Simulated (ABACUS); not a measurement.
# CuO (F-43m) in ABACUS: further runs

The runs below take CuO through relaxation of cell and atoms, with PBE.

Program: ABACUS 3.10.1. These are calculated values, not measurements. Logs are shortened: lines on timing, memory, paths and dates and some standing lists are left out, and cuts for length are marked.

**1. The structure**

Symmetry: F-43m, No. 216, cubic system. Conventional cell: a = 4.655 Å, b = 4.655 Å, c = 4.655 Å, α = 90.00°, β = 90.00°, γ = 90.00°. Around Cu (site symmetry -43m) lie 4 O at 2.02 Å. O (site symmetry -43m) is surrounded by 4 Cu at 2.02 Å.

Measurements of this composition are mostly on another form, of space group No. 15.

**2. Relaxation of cell and atoms, PBE, target pressure -2 GPa, at which the enthalpy is minimised**

INPUT

```
INPUT_PARAMETERS
suffix              CuO
calculation         cell-relax
basis_type          lcao
pseudo_dir          ./
orbital_dir         ./
symmetry            1
dft_functional      pbe
ecutwfc             100
pseudo_rcut         7
nspin               1
nbands              17
ks_solver           genelpa
smearing_method     fd
smearing_sigma      0.00367493
scf_thr             1e-07
scf_nmax            100
mixing_type         broyden
mixing_beta         0.7
cal_force           1
cal_stress          1
out_mul             1
relax_nmax          60
force_thr_ev        0.005
relax_method        cg
out_stru            1
stress_thr          1
press1              -20
press2              -20
press3              -20
```

STRU

```
ATOMIC_SPECIES
Cu 63.5460 Cu.upf
O 15.9990 O.upf

NUMERICAL_ORBITAL
Cu_confined-atom_7au_3s2p2d1f.orb
O_confined-atom_6au_2s2p1d.orb

LATTICE_CONSTANT
1.8897261246

LATTICE_VECTORS
0.0000000000 2.3272527300 2.3272527300
2.3272527300 0.0000000000 2.3272527300
2.3272527300 2.3272527300 0.0000000000

ATOMIC_POSITIONS
Direct

Cu
0.0
1
0.0000000000 0.0000000000 0.0000000000 1 1 1

O
0.0
1
0.2500000000 0.2500000000 0.2500000000 1 1 1
```

KPT

```
K_POINTS
0
Gamma
7 7 7 0 0 0
```

Potentials or basis: PseudoDojo NC SR 0.4.1 PBE standard, DZP LCAO (the cutoffs set its grid).

On the command line:

```bash
$ OMP_NUM_THREADS=1 mpirun -np 4 abacus > log
```

running log:

```text
ABACUS v3.10.1

               Atomic-orbital Based Ab-initio Computation at UStc

 ------------------------------------------------------------------------------------

 READING GENERAL INFORMATION
                           global_out_dir = OUT.CuO/
                           global_in_card = INPUT
                               pseudo_dir = ./
                              orbital_dir = ./
                                    DSIZE = 4
                                    GSIZE = 1
[... 5 lines left out ...]

 READING ATOM TYPE 1
                               atom label = Cu
                      L=0, number of zeta = 3
                      L=1, number of zeta = 2
                      L=2, number of zeta = 2
                      L=3, number of zeta = 1
             number of atom for this type = 1

 READING ATOM TYPE 2
                               atom label = O
                      L=0, number of zeta = 2
                      L=1, number of zeta = 2
                      L=2, number of zeta = 1
             number of atom for this type = 1

                        TOTAL ATOM NUMBER = 2
DIRECT COORDINATES
    atom                   x                   y                   z     mag                  vx                  vy                  vz
taud_Cu1            0.0000000000        0.0000000000        0.0000000000  0.0000        0.0000000000        0.0000000000        0.0000000000
taud_O1            0.2500000000        0.2500000000        0.2500000000  0.0000        0.0000000000        0.0000000000        0.0000000000

                          Volume (Bohr^3) = 170.121
                             Volume (A^3) = 25.2093

 Lattice vectors: (Cartesian coordinate: in unit of a_0)
                   +0            +2.32725            +2.32725
             +2.32725                  +0            +2.32725
             +2.32725            +2.32725                  +0
 Reciprocal vectors: (Cartesian coordinate: in unit of 2 pi/a_0)
            -0.214846           +0.214846           +0.214846
            +0.214846           -0.214846           +0.214846
            +0.214846           +0.214846           -0.214846
 The esolver type has been set to : ksdft_lcao

                PAO radial cut off (Bohr) = 7

 Read in pseudopotential file is Cu.upf
                     pseudopotential type = NC
          exchange-correlation functional = PBE
                 nonlocal core correction = 1
                        valence electrons = 19
                                     lmax = 2
                           number of zeta = 4
                     number of projectors = 6
                           L of projector = 0
                           L of projector = 0
                           L of projector = 1
                           L of projector = 1
                           L of projector = 2
                           L of projector = 2
                PAO radial cut off (Bohr) = 7

 Read in pseudopotential file is O.upf
                     pseudopotential type = NC
          exchange-correlation functional = PBE
                 nonlocal core correction = 1
                        valence electrons = 6
                                     lmax = 2
                           number of zeta = 2
                     number of projectors = 5
                           L of projector = 0
                           L of projector = 0
                           L of projector = 1
                           L of projector = 1
                           L of projector = 2
     initial pseudo atomic orbital number = 14

 SETUP THE ELECTRONS NUMBER
            electron number of element Cu = 19
      total electron number of element Cu = 19
             electron number of element O = 6
       total electron number of element O = 6
            AUTOSET number of electrons:  = 25
                           occupied bands = 13
                                   NLOCAL = 39
                                   NBANDS = 17
                                   NBANDS = 17
                                   NLOCAL = 39

%%%%%%%%%%%%%%%%%%%%%%%%%%%%%%%%%%%%%%%%%%%%%%%%%%%%%%%%%%%%%%%%%%%%%%%%%%%%%%%%%%%%%%%%%%%%%%%%%%%%%%%%%%
 Warning: the number of valence electrons in pseudopotential > 11 for Cu: [Ar] 3d10 4s1
 Pseudopotentials with additional electrons can yield (more) accurate outcomes, but may be less efficient.
 If you're confident that your chosen pseudopotential is appropriate, you can safely ignore this warning.
%%%%%%%%%%%%%%%%%%%%%%%%%%%%%%%%%%%%%%%%%%%%%%%%%%%%%%%%%%%%%%%%%%%%%%%%%%%%%%%%%%%%%%%%%%%%%%%%%%%%%%%%%%

 SETUP THE PLANE WAVE BASIS
 energy cutoff for charge/potential (unit:Ry) = 400
            fft grid for charge/potential = [ 40, 40, 40 ]
                        fft grid division = [ 5, 5, 5 ]
        big fft grid for charge/potential = [ 8, 8, 8 ]
                                     nbxx = 128
                                     nrxx = 16000

 SETUP PLANE WAVES FOR CHARGE/POTENTIAL
                    number of plane waves = 22995
                         number of sticks = 1069

 PARALLEL PW FOR CHARGE/POTENTIAL
     PROC   COLUMNS(POT)             PW
        1            268           5750
        2            267           5748
        3            267           5748
        4            267           5749
 --------------- sum -------------------
        4           1069          22995
                            number of |g| = 262
                                  max |g| = 36.0037
                                  min |g| = 0

----------- Double Check Mixing Parameters Begin ------------
mixing_type: broyden
mixing_beta: 0.7
mixing_gg0: 1
mixing_gg0_min: 0.1
mixing_ndim: 8
----------- Double Check Mixing Parameters End ------------

 LATTICE VECTORS: (CARTESIAN COORDINATE: IN UNIT OF A0)
                   +0            +2.32725            +2.32725
             +2.32725                  +0            +2.32725
             +2.32725            +2.32725                  +0
                       right hand lattice = 1
                                   NORM_A = 3.29123
                                   NORM_B = 3.29123
                                   NORM_C = 3.29123
                           ALPHA (DEGREE) = 60
                           BETA  (DEGREE) = 60
                           GAMMA (DEGREE) = 60

 The lattice vectors have been changed (STRU_SIMPLE.cif)

(for optimal symmetric configuration:)
                             BRAVAIS TYPE = 3
                     BRAVAIS LATTICE NAME = 03. Cubic F (face-centered)
                                    ibrav = 3
                                    IBRAV = 3
                                  BRAVAIS = FACE CENTERED CUBIC
                       LATTICE CONSTANT A = 4.65451
Original cell was already a primitive cell.
                        ROTATION MATRICES = 48
              PURE POINT GROUP OPERATIONS = 24
                   SPACE GROUP OPERATIONS = 24
                                       C2 = 3
                                       C3 = 8
                                       C4 = 0
                                       C6 = 0
                                       S1 = 6
                                       S3 = 0
                                       S4 = 6
                                       S6 = 0
                              POINT GROUP = T_d
                                       C2 = 3
                                       C3 = 8
                                       C4 = 0
                                       C6 = 0
                                       S1 = 6
                                       S3 = 0
                                       S4 = 6
                                       S6 = 0
               POINT GROUP IN SPACE GROUP = T_d

 SETUP K-POINTS
                                    nspin = 1
                   Input type of k points = Monkhorst-Pack(Gamma)
                                   nkstot = 343
                       right hand lattice = 1
(for reciprocal lattice: )
                             BRAVAIS TYPE = 2
                     BRAVAIS LATTICE NAME = 02. Cubic I (body-centered)
                                    ibrav = 2
                       right hand lattice = 1
(for k-lattice: )
                             BRAVAIS TYPE = 2
                     BRAVAIS LATTICE NAME = 02. Cubic I (body-centered)
                                    ibrav = 2
                       right hand lattice = 1
                        ROTATION MATRICES = 48
                               nkstot_ibz = 20
K-POINTS REDUCTION ACCORDING TO SYMMETRY
     IBZ    DIRECT_X    DIRECT_Y    DIRECT_Z  WEIGHT  ibz2bz
       1  0.00000000  0.00000000  0.00000000  0.0029       0
       2  0.14285714  0.14285714  0.14285714  0.0233       1
       3  0.28571429  0.28571429  0.28571429  0.0233       2
       4  0.42857143  0.42857143  0.42857143  0.0233       3
       5  0.14285714  0.14285714  0.00000000  0.0175       8
       6  0.28571429  0.14285714  0.28571429  0.0700       9
[... 12 lines left out ...]
      19 -0.42857143  0.42857143  0.14285714  0.0700      74
      20 -0.28571429  0.42857143  0.28571429  0.0700      75

                               nkstot now = 20
[... K-POINTS DIRECT COORDINATES: 20 rows ...]

           k-point number in this process = 20
       minimum distributed K point number = 20
[... stars of the k points ...]

[... K-POINTS CARTESIAN COORDINATES: 20 rows ...]

[... K-POINTS DIRECT COORDINATES: 20 rows ...]

 SETUP PLANE WAVES FOR WAVE FUNCTIONS
     energy cutoff for wavefunc (unit:Ry) = 100
              fft grid for wave functions = [ 40, 40, 40 ]
                    number of plane waves = 3839
                         number of sticks = 313

 PARALLEL PW FOR WAVE FUNCTIONS
     PROC   COLUMNS(POT)             PW
        1             78            959
        2             78            959
        3             79            963
        4             78            958
 --------------- sum -------------------
        4            313           3839

 SET NONLOCAL PSEUDOPOTENTIAL PROJECTORS
 SET NONLOCAL PSEUDOPOTENTIAL PROJECTORS
 max number of nonlocal projetors among all species is 6

 -------------------------------------------
 STEP OF RELAXATION : 1
 -------------------------------------------

 SETUP SEARCHING RADIUS FOR PROGRAM TO SEARCH ADJACENT ATOMS
                  longest orb rcut (Bohr) = 7
   longest nonlocal projector rcut (Bohr) = 1.78
                     search radius (Bohr) = 17.6
              searching radius is (Bohr)) = 17.6
         searching radius unit is (Bohr)) = 1.89
                         PeriodicBoundary = 1
                        Radius(unit:lat0) = 9.29
                                   glayer = [ 5, 5, 5 ]
                             glayer_minus = [ 4, 4, 4 ]

Find the coordinate range of the input atom(unit:lat0).
                                  min_tau = [ -18.6, -18.6, -18.6 ]
                                  max_tau = [ 19.8, 19.8, 19.8 ]
                                BoxNumber = [ 9, 9, 9 ]

 SETUP EXTENDED REAL SPACE GRID FOR GRID INTEGRATION
                          real space grid = [ 40, 40, 40 ]
                 big cell numbers in grid = [ 8, 8, 8 ]
             meshcell numbers in big cell = [ 5, 5, 5 ]
                        extended fft grid = [ 12, 12, 12 ]
                dimension of extened grid = [ 33, 33, 33 ]
                            UnitCellTotal = 125
              Atom number in sub-FFT-grid = 2
    Local orbitals number in sub-FFT-grid = 39
                                ParaV.nnr = 29598
                                 init_chg = atomic

 LCAO ALGORITHM --------------- ION=   1  ELEC=   1--------------------------------

 Density error is 0.0916437831499
----------------------------------------------------------
     Energy           Rydberg                 eV
----------------------------------------------------------
 E_KohnSham     -411.5554344190      -5599.4989509641
 E_Harris       -425.1898752510      -5785.0050353228
 E_Fermi        0.7625276190         10.3747205001
----------------------------------------------------------
[... 612 lines left out ...]
 Largest gradient in force is 0.000000 eV/A.
 Threshold is 0.005000 eV/A.

 Largest gradient in stress is 0.071335 kbar.
 Threshold is 1.000000 kbar.

 Relaxation is converged!

 --------------------------------------------
 !FINAL_ETOT_IS -5608.1435921601787413 eV
 --------------------------------------------
```

Run time: 41 s. Hardware: 4 MPI ranks of Intel Xeon Platinum 8259CL at 2.50GHz (Skylake/Cascade Lake), shared host; peak memory 0.44 GiB.

What came out:

| Property | Result |
| --- | --- |
| Free energy | -5608.1436 eV |
| Relaxed volume | 11.82 Å³/atom |
| Relaxed cell | a = 3.222 Å, b = 3.222 Å, c = 3.222 Å, α = 60.00°, β = 60.00°, γ = 60.00° |
| Space group after relaxing (to 0.05 Å) | F-43m (No. 216) |
| Energy change on relaxing (the enthalpy is what falls) | -27.7 meV/atom |
| Ionic steps | 5 |
| Pressure after relaxing | -2.0 GPa |
| Mulliken charges | Cu +0.41; O -0.41 e |

The path:
| step | energy change (eV) | largest force (eV/Å) | pressure (GPa) | volume (Å³) |
| --- | --- | --- | --- | --- |
| 1 | 0.0000 | 0.0000 | -8.94 | 25.21 |
| 2 | -0.0576 | 0.0000 | 0.52 | 23.20 |
| 3 | -0.0573 | 0.0000 | -0.75 | 23.42 |
| 4 | -0.0542 | 0.0000 | -2.47 | 23.74 |
| 5 | -0.0553 | 0.0000 | -2.01 | 23.65 |

Final structure:
```
Cu O
1.0
     0.00000    2.27822    2.27822
     2.27822    0.00000    2.27822
     2.27822    2.27822    0.00000
Cu O
1 1
Direct
  0.00000 0.00000 0.00000
  0.25000 0.25000 0.25000
```

Caveat: the atomic orbitals were generated for these runs and aren't a published set; Mulliken charges move with the basis; the basis of atomic orbitals isn't converged, which shifts pressures, moduli and gaps; the run has no spin polarisation, though such a crystal can be magnetic.

[end of part 1 of 2]
